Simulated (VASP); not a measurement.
# BaTiO3 (Pm-3m) in VASP: further runs, part 2 of 2

VASP 6.6.1. Earlier steps stand in the parts before.

## Step 5: Dielectric tensor, PBEsol

The input, INCAR:

```
ALGO = Normal
EDIFF = 1E-8
ENCUT = 340
GGA = PS
ISIF = 2
ISMEAR = 0
LASPH = T
LCHARG = F
LEPSILON = T
LREAL = F
LWAVE = F
NELM = 100
PREC = Accurate
SIGMA = 0.01
```

The input, KPOINTS:

```
k-points
0
Gamma
  7 7 7
```

The input, POSCAR:

```
BaTiO3
1.0
    4.0060000000      0.0000000000      0.0000000000
    0.0000000000      4.0060000000      0.0000000000
    0.0000000000      0.0000000000      4.0060000000
Ba Ti O
1 1 3
Direct
    0.5000000000      0.5000000000      0.5000000000
    0.0000000000      0.0000000000      0.0000000000
    0.0000000000      0.0000000000      0.5000000000
    0.0000000000      0.5000000000      0.0000000000
    0.5000000000      0.0000000000      0.0000000000
```

Potentials or basis: VASP PAW PBE potentials, release 64 (Ba_sv, Ti_sv, O).

Run with:

```console
> cat potpaw_PBE.64/Ba_sv/POTCAR potpaw_PBE.64/Ti_sv/POTCAR potpaw_PBE.64/O/POTCAR > POTCAR
> mpirun -np 1 vasp_std > vasp.out
```

OUTCAR:

```text
EDIFF = 1E-8
   ENCUT = 340
   GGA = PS
   ISIF = 2
   ISMEAR = 0
   LASPH = T
   LEPSILON = T
   LREAL = F
   NELM = 100
   PREC = Accurate

 Found     20 irreducible k-points:

 Following reciprocal coordinates:
            Coordinates               Weight
  0.000000  0.000000  0.000000      1.000000
  0.142857  0.000000  0.000000      6.000000
  0.285714  0.000000  0.000000      6.000000
  0.428571  0.000000  0.000000      6.000000
  0.142857  0.142857  0.000000     12.000000
  0.285714  0.142857  0.000000     24.000000
   k-points           NKPTS =     20   k-points in BZ     NKDIM =     20   number of bands    NBANDS=     24
   number of dos      NEDOS =    301   number of ions     NIONS =      5
   total plane-waves  NPLWV =  13824
   dimension x,y,z NGX =    24 NGY =   24 NGZ =   24
   dimension x,y,z NGXF=    48 NGYF=   48 NGZF=   48
   ions per type =               1   1   3
   NGX,Y,Z   is equivalent  to a cutoff of   9.96,  9.96,  9.96 a.u.
   NGXF,Y,Z  is equivalent  to a cutoff of  19.92, 19.92, 19.92 a.u.
 SYSTEM =  unknown system
   PREC   = accura    normal or accurate (medium, high low for compatibility)
   ISTART =      0    job   : 0-new  1-cont  2-samecut
   ICHARG =      2    charge: 1-file 2-atom 10-const
   ISPIN  =      1    spin polarized calculation?
   LNONCOLLINEAR =      F non collinear calculations
   LSORBIT =      F    spin-orbit coupling
   LASPH  =      T    aspherical Exc in radial PAW
   ENCUT  =  340.0 eV  24.99 Ry    5.00 a.u.   6.02  6.02  6.02*2*pi/ulx,y,z
   NELM   =    100;   NELMIN=  2; NELMDL= -5     # of ELM steps
   EDIFF  = 0.1E-07   stopping-criterion for ELM
   LREAL  =      F    real-space projection
   EDIFFG = 0.1E-06   stopping-criterion for IOM
   NSW    =      0    number of steps for IOM
   IBRION =     -1    ionic relax: 0-MD 1-quasi-New 2-CG
   NFREE  =      0    steps in history (QN), initial steepest desc. (CG)
   ISIF   =      2    stress and relaxation
   ISYM   =      2    0-nonsym 1-usesym 2-fastsym
   POTIM  = 0.5000    time-step for ionic-motion
   TEBEG  =    0.0;   TEEND  =   0.0 temperature during run
   PSTRESS=    0.0 pullay stress
   NELECT =      40.0000    total number of electrons
   NUPDOWN=      -1.0000    fix difference up-down
   EMIN   =  10.00;   EMAX   =-10.00  energy-range for DOS
   EFERMI =   0.00;   METHOD = LEGACY
   ISMEAR =     0;   SIGMA  =   0.01  broadening in eV -4-tet -1-fermi 0-gaus
   EFERMI_NEDOS =   21; number of points for ismear=-14 and -15
   IALGO  =     38    algorithm
   IMIX   =      4    mixing-type and parameters
     AMIX     =   0.40;   BMIX     =  1.00
     AMIX_MAG =   1.60;   BMIX_MAG =  1.00
  volume/ion in A,a.u.               =      12.86        86.77
  Fermi-wavevector in a.u.,A,eV,Ry     =   1.397603  2.641087 26.576187  1.953295
  Thomas-Fermi vector in A             =   2.520843
   LORBIT       =      0    0 simple, 1 ext, 2 COOP (PROOUT), +10 PAW based schemes
   GGA     = PS    functional components
   LHFCALC =     F    Hartree Fock is set to
   AEXX    =    0.0000 exact exchange contribution
   IVDW    =     0    specifies the selected vdW correction
   LEPSILON=     T    determine dielectric tensor
   LRPA    =     F    only Hartree local field effects (RPA)
 non-spin polarized calculation
 Gauss-broadening in eV      SIGMA  =   0.01
  energy-cutoff  :      340.00
  volume of cell :       64.29
 maximum number of plane-waves:       934
   NGX = 13   NGY = 13   NGZ = 13

--------------------------------------- Ionic step        1  -------------------------------------------

 number of electron      39.9999975 magnetization

[... 181 lines left out ...]
  energy-cutoff  :      340.00
  volume of cell :       64.29
      direct lattice vectors                 reciprocal lattice vectors
     4.006000000  0.000000000  0.000000000     0.249625562  0.000000000  0.000000000
     0.000000000  4.006000000  0.000000000     0.000000000  0.249625562  0.000000000
     0.000000000  0.000000000  4.006000000     0.000000000  0.000000000  0.249625562

 POSITION                                       TOTAL-FORCE (eV/Angst)
 -----------------------------------------------------------------------------------
      2.00300      2.00300      2.00300         0.000000      0.000000      0.000000
      0.00000      0.00000      0.00000         0.000000      0.000000      0.000000
      0.00000      0.00000      2.00300         0.000000      0.000000      0.000000
      0.00000      2.00300      0.00000         0.000000      0.000000      0.000000
      2.00300      0.00000      0.00000         0.000000      0.000000      0.000000
 -----------------------------------------------------------------------------------
    total drift:                                0.000000      0.000000     -0.000000

  FREE ENERGIE OF THE ION-ELECTRON SYSTEM (eV)
  ---------------------------------------------------
  free  energy   TOTEN  =       -42.1105339008 eV

  energy  without entropy=      -42.1105339008  energy(sigma->0) =      -42.11053390

 HEAD OF MICROSCOPIC STATIC DIELECTRIC TENSOR (INDEPENDENT PARTICLE, excluding Hartree and local field effects)
 ------------------------------------------------------
           6.982813     0.000000    -0.000000
           0.000000     6.982813    -0.000000
           0.000000     0.000000     6.982813
 ------------------------------------------------------

 Free energy of the ion-electron system (eV)
  ---------------------------------------------------
  ---------------------------------------------------
  free energy    TOTEN  =        -1.08035544 eV

  energy without entropy =       -1.08035544

------------------------ aborting loop because EDIFF is reached ----------------------------------------

--------------------------------------- Ionic step        2  -------------------------------------------

------------------------ aborting loop because EDIFF is reached ----------------------------------------

--------------------------------------- Ionic step        3  -------------------------------------------

 Free energy of the ion-electron system (eV)
  ---------------------------------------------------
  ---------------------------------------------------
  free energy    TOTEN  =        -1.08035546 eV

  energy without entropy =       -1.08035546

------------------------ aborting loop because EDIFF is reached ----------------------------------------

 PIEZOELECTRIC TENSOR FIELD DIRECTION 3  (e Angst)
 -----------------------------------------------------------------------------
     0.00898  0.00000  0.00000           ( -0.00003  0.00000 -0.00000)
     0.00000  0.00898 -0.00000           (  0.00000 -0.00003  0.00000)
    -0.00000  0.00000 -0.01591           ( -0.00000  0.00000  0.00038)

 PIEZOELECTRIC TENSOR FIELD DIRECTION 3  (C/m^2)
 -----------------------------------------------------------------------------
     0.00224  0.00000  0.00000
     0.00000  0.00224 -0.00000
    -0.00000  0.00000 -0.00396

 MACROSCOPIC STATIC DIELECTRIC TENSOR (including local field effects in DFT)
 ------------------------------------------------------
           6.794902    -0.000000    -0.000000
          -0.000000     6.794902    -0.000000
          -0.000000    -0.000000     6.794902
 ------------------------------------------------------

 PIEZOELECTRIC TENSOR (including local field effects)  for field in x, y, z        (e  Angst)
          XX          YY          ZZ          XY          YZ          ZX
  --------------------------------------------------------------------------------
  x     0.00000     0.00000     0.00000     0.00000     0.00000     0.00000
  y     0.00000     0.00000     0.00000     0.00000     0.00000     0.00000
  z     0.00000     0.00000     0.00000     0.00000     0.00000     0.00000

 PIEZOELECTRIC TENSOR (including local field effects)  for field in x, y, z        (C/m^2)
          XX          YY          ZZ          XY          YZ          ZX
  --------------------------------------------------------------------------------
  x     0.00000     0.00000     0.00000     0.00000     0.00000     0.00000
  y     0.00000     0.00000     0.00000     0.00000     0.00000     0.00000
  z     0.00000     0.00000     0.00000     0.00000     0.00000     0.00000

 BORN EFFECTIVE CHARGES (including local field effects) (in |e|, cummulative output)
 ---------------------------------------------------------------------------------
 ion    1
    1     2.72035     0.00000     0.00000
    2    -0.00000     2.72035     0.00000
    3    -0.00000     0.00000     2.72035
 ion    2
    1     7.41473     0.00000    -0.00000
    2     0.00000     7.41473     0.00000
    3    -0.00000    -0.00000     7.41473
 ion    3
    1    -2.12961     0.00000     0.00000
    2    -0.00000    -2.12961    -0.00000
    3    -0.00000    -0.00000    -5.87586
 ion    4
    1    -2.12961    -0.00000     0.00000
    2    -0.00000    -5.87586    -0.00000
    3     0.00000    -0.00000    -2.12961
 ion    5
    1    -5.87586    -0.00000    -0.00000
    2    -0.00000    -2.12961    -0.00000
    3    -0.00000     0.00000    -2.12961
```

OSZICAR:

```text
[... 13 lines left out ...]
RMM:  21    -0.108032782855E+01    0.50390E-05    0.57044E-06  3001   0.649E-04    0.883E-04
RMM:  22    -0.108032577194E+01    0.20566E-05    0.44555E-06  2805   0.451E-04    0.981E-04
RMM:  23    -0.108033668861E+01   -0.10917E-04    0.38208E-06  3979   0.542E-04    0.692E-04
RMM:  24    -0.108036277634E+01   -0.26088E-04    0.27087E-06  4957   0.983E-04    0.165E-04
RMM:  25    -0.108037472614E+01   -0.11950E-04    0.17849E-06  4547   0.578E-04    0.539E-04
RMM:  26    -0.108036957663E+01    0.51495E-05    0.11624E-06  3191   0.242E-04    0.421E-04
RMM:  27    -0.108035930476E+01    0.10272E-04    0.78134E-07  3928   0.376E-04    0.125E-04
RMM:  28    -0.108035637954E+01    0.29252E-05    0.43804E-07  2599   0.175E-04    0.354E-05
RMM:  29    -0.108035545513E+01    0.92441E-06    0.52916E-07  1270   0.113E-04    0.880E-06
```

Run time: 3.8 min. Hardware: 1 thread of Intel Xeon 6975P-C (Granite Rapids), shared host; peak memory 0.21 GiB.

The run converged, but a check on its numbers failed (symmetry, net force, bounds or a known fault of this set-up), so they aren't taken as properties of the crystal.

Caveat: the cutoff lies under the usual one of these potentials, so the numbers hold a large basis-set error; the PAW data sets were made with another functional, which shifts forces and pressure a little; spin-orbit coupling is left out, which moves the levels of the heavy elements; an odd mesh through Γ misses points on the zone boundary, where band edges often lie.

## Step 6: Dielectric tensor, PBEsol

Changes to INCAR since step 5:

```diff
@@ -1,4 +1,4 @@
 ALGO = Normal
-EDIFF = 1E-8
-ENCUT = 340
+EDIFF = 1E-5
+ENCUT = 400
 GGA = PS
```

KPOINTS is that of step 5.

POSCAR is that of step 5.

Potentials or basis: VASP PAW PBE potentials, release 64 (Ba_sv, Ti_sv, O).

Run with:

```console
> cat potpaw_PBE.64/Ba_sv/POTCAR potpaw_PBE.64/Ti_sv/POTCAR potpaw_PBE.64/O/POTCAR > POTCAR
> mpirun -np 1 vasp_std > vasp.out
```

OUTCAR:

```text
EDIFF = 1E-5
   ENCUT = 400
   GGA = PS
   ISIF = 2
   ISMEAR = 0
   LASPH = T
   LEPSILON = T
   LREAL = F
   NELM = 100
   PREC = Accurate

 Found     20 irreducible k-points:

 Following reciprocal coordinates:
            Coordinates               Weight
  0.000000  0.000000  0.000000      1.000000
  0.142857  0.000000  0.000000      6.000000
  0.285714  0.000000  0.000000      6.000000
  0.428571  0.000000  0.000000      6.000000
  0.142857  0.142857  0.000000     12.000000
  0.285714  0.142857  0.000000     24.000000
   k-points           NKPTS =     20   k-points in BZ     NKDIM =     20   number of bands    NBANDS=     24
   number of dos      NEDOS =    301   number of ions     NIONS =      5
   total plane-waves  NPLWV =  21952
   dimension x,y,z NGX =    28 NGY =   28 NGZ =   28
   dimension x,y,z NGXF=    56 NGYF=   56 NGZF=   56
   ions per type =               1   1   3
   NGX,Y,Z   is equivalent  to a cutoff of  11.62, 11.62, 11.62 a.u.
   NGXF,Y,Z  is equivalent  to a cutoff of  23.24, 23.24, 23.24 a.u.
 SYSTEM =  unknown system
   PREC   = accura    normal or accurate (medium, high low for compatibility)
   ISTART =      0    job   : 0-new  1-cont  2-samecut
   ICHARG =      2    charge: 1-file 2-atom 10-const
   ISPIN  =      1    spin polarized calculation?
   LNONCOLLINEAR =      F non collinear calculations
   LSORBIT =      F    spin-orbit coupling
   LASPH  =      T    aspherical Exc in radial PAW
[... 284 lines left out ...]
     0.00901  0.00000  0.00000           ( -0.00003  0.00000 -0.00000)
     0.00000  0.00901 -0.00000           (  0.00000 -0.00003  0.00000)
    -0.00000  0.00000 -0.01551           ( -0.00000  0.00000  0.00039)

 PIEZOELECTRIC TENSOR FIELD DIRECTION 3  (C/m^2)
 -----------------------------------------------------------------------------
     0.00225  0.00000  0.00000
     0.00000  0.00225 -0.00000
    -0.00000  0.00000 -0.00387

 MACROSCOPIC STATIC DIELECTRIC TENSOR (including local field effects in DFT)
 ------------------------------------------------------
           6.824596    -0.000000     0.000000
           0.000000     6.824596     0.000000
           0.000000     0.000000     6.824596
 ------------------------------------------------------

 PIEZOELECTRIC TENSOR (including local field effects)  for field in x, y, z        (e  Angst)
          XX          YY          ZZ          XY          YZ          ZX
  --------------------------------------------------------------------------------
  x     0.00000     0.00000     0.00000     0.00000     0.00000     0.00000
  y     0.00000     0.00000     0.00000     0.00000     0.00000     0.00000
  z     0.00000     0.00000     0.00000     0.00000     0.00000     0.00000

 PIEZOELECTRIC TENSOR (including local field effects)  for field in x, y, z        (C/m^2)
          XX          YY          ZZ          XY          YZ          ZX
  --------------------------------------------------------------------------------
  x     0.00000     0.00000     0.00000     0.00000     0.00000     0.00000
  y     0.00000     0.00000     0.00000     0.00000     0.00000     0.00000
  z     0.00000     0.00000     0.00000     0.00000     0.00000     0.00000

 BORN EFFECTIVE CHARGES (including local field effects) (in |e|, cummulative output)
 ---------------------------------------------------------------------------------
 ion    1
    1     2.73483     0.00000     0.00000
    2    -0.00000     2.73483     0.00000
    3     0.00000    -0.00000     2.73483
 ion    2
    1     7.42660    -0.00000    -0.00000
    2     0.00000     7.42660     0.00000
    3    -0.00000    -0.00000     7.42660
 ion    3
    1    -2.13831     0.00000     0.00000
    2     0.00000    -2.13831     0.00000
    3    -0.00000     0.00000    -5.88481
 ion    4
    1    -2.13831    -0.00000     0.00000
    2     0.00000    -5.88481     0.00000
    3    -0.00000    -0.00000    -2.13831
 ion    5
    1    -5.88481     0.00000     0.00000
    2     0.00000    -2.13831    -0.00000
    3    -0.00000     0.00000    -2.13831
```

OSZICAR:

```text
N       E                     dE             d eps       ncg     rms          rms(c)
DAV:   1     0.394655517939E+03    0.39466E+03   -0.18187E+04   960   0.148E+03
DAV:   2    -0.144798425670E+02   -0.40914E+03   -0.40114E+03  1200   0.428E+02
[... 13 lines left out ...]
RMM:   8    -0.108670753382E+01   -0.11729E-02   -0.11739E-03  4018   0.862E-02    0.668E-03
RMM:   9    -0.108680946714E+01   -0.10193E-03   -0.29525E-04  4300   0.498E-02    0.233E-03
RMM:  10    -0.108689062441E+01   -0.81157E-04   -0.43580E-04  3930   0.297E-02    0.215E-03
RMM:  11    -0.108700703783E+01   -0.11641E-03   -0.12243E-04  3749   0.197E-02    0.141E-03
RMM:  12    -0.108707436763E+01   -0.67330E-04   -0.69253E-05  3216   0.131E-02    0.717E-04
RMM:  13    -0.108706679498E+01    0.75726E-05    0.20773E-05  2581   0.902E-03    0.460E-04
```

stdout:

```text
POSCAR found type information on POSCAR BaTiO
 POSCAR found :  3 types and       5 ions
 scaLAPACK will be used
 -----------------------------------------------------------------------------
|                                                                             |
[... 28 lines left out ...]
 dielectric tensor                  component  3 :    -0.522    -0.779     9.346
 Linear response to external field, progress :
  Direction:   1
 dielectric tensor                  component  1 :     6.825    -0.892    -0.765
 Linear response to external field, progress :
  Direction:   2
 dielectric tensor                  component  2 :    -0.891     6.825    -0.766
 Linear response to external field, progress :
  Direction:   3
 dielectric tensor                  component  3 :    -0.657    -1.000     6.824
 Born effective charges drift removed
```

It took 3.9 min on 1 thread of Intel Xeon 6975P-C (Granite Rapids), shared host; peak memory 0.26 GiB.

The run converged, but some of its settings lie outside the range that counts as converged, so its numbers aren't taken as properties of the crystal.

What came out:

```yaml
Band_gap_on_the_k_mesh: 1.76 eV, indirect (least direct gap 1.84 eV)
Electronic_dielectric_tensor_diagonal: 6.82
Born_charges_mean_of_the_diagonal: Ba +2.73; Ti +7.43; O -3.39 e
```

Caveat: the cutoff is under 1.25 times the usual one of these potentials, so pressure, stress and relaxed cells hold a basis-set (Pulay) error; the PAW data sets were made with another functional, which shifts forces and pressure a little; spin-orbit coupling is left out, which moves the levels of the heavy elements; an odd mesh through Γ misses points on the zone boundary, where band edges often lie.

## Step 7: For comparison

An earlier run on the cell as given: functional PBEsol; potentials or basis VASP PAW PBE potentials, release 64 (Ba_sv, Ti_sv, O); cutoff 520 eV; k mesh 7 × 7 × 7; occupations fermi-dirac, width 0.05 eV; no spin polarisation.

- Pressure: -2.8 GPa
- Band gap on the k mesh: 1.76 eV, indirect (least direct gap 1.84 eV)
